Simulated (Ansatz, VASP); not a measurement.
P in VASP and in Ansatz

```
CELL_PARAMETERS angstrom
5.46670 0.00000 0.00000
0.00000 5.46670 0.00000
0.00000 0.00000 3.20935
ATOMIC_POSITIONS crystal
P 0.37020 0.00000 0.75000
P 0.62980 0.00000 0.25000
P 0.00000 0.37020 0.00000
P 0.00000 0.62980 0.50000
```

Alike in both runs: functional PBE; k mesh 8 × 8 × 14; occupations gaussian, width 0.1 eV; no spin polarisation.

Ansatz relaxed the structure, and its values are those at the end. VASP's run is a single point on that final structure, the one shown.

|  | VASP | Ansatz |
| --- | --- | --- |
| version | VASP 6.6.1 | Ansatz 0.2.0 |
| potentials or method | VASP PAW PBE potentials, release 64 (P) | scalar-relativistic, plane waves, PAW |
| plane-wave cutoff (eV) | 520 | 420 |
| valence electrons in the cell | 20 | 20 |

VASP gave:

| Item | Value |
| --- | --- |
| gap on the k mesh at the Fermi level (eV) | none |
| pressure (GPa) | -0.2 |
| rms of the force components (eV/Å) | 0.047 |

Question: What did Ansatz give for the same quantities?

Answer: gap on the k mesh at the Fermi level (eV): none; pressure (GPa): 0.0; rms of the force components (eV/Å): 0.004.

A gap of «none» marks a metal or a gap that the smearing closes. With one functional, cell and mesh, what is left measures potentials, basis and numerics.
